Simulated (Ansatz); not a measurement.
Zincblende NaCl was relaxed with 5 functionals in Ansatz, cell and atoms free, the symmetry of the start kept (meshes: PBE 8×8×8, r2SCAN 6×6×6, PBEsol 6×6×6, LDA 6×6×6, HSE06 4×4×4). Spin-unpolarised throughout. Whether this structure exists isn't addressed.

The r2SCAN result:
```
Na Cl
1.0
     0.00000    3.08727    3.08727
     3.08727    0.00000    3.08727
     3.08727    3.08727    0.00000
Na Cl
1 1
Cartesian
  0.0000 0.0000 0.0000
  1.5436 1.5436 1.5436
```

The symmetry is F-43m (No. 216, cubic); conventional cell a = 6.175 Å, 29.43 Å³ an atom. Na has 4 Cl at 2.67 Å; Cl has 4 Na at 2.67 Å.

(1) How does the cell change with LDA?

(2) What lattice does PBEsol give?

(3) Held at the r2SCAN cell, what mean stress do LDA and PBE find, and does its sign point to their own minimum?

Results:

(1) a = 6.027 Å; the volume differs by -7.0 % from r2SCAN's. Na is surrounded by 4 Cl at 2.61 Å; Cl is surrounded by 4 Na at 2.61 Å.

(2) a = 6.176 Å; the volume differs by +0.1 % from r2SCAN's. Na is surrounded by 4 Cl at 2.67 Å; Cl is surrounded by 4 Na at 2.67 Å.

(3) Yes. LDA -1.30 GPa, and its relaxed volume is -7.0 % from r2SCAN's; PBE +0.70 GPa, and its relaxed volume is +3.9 % from r2SCAN's. Compression counts positive, so a positive stress asks for a larger cell.
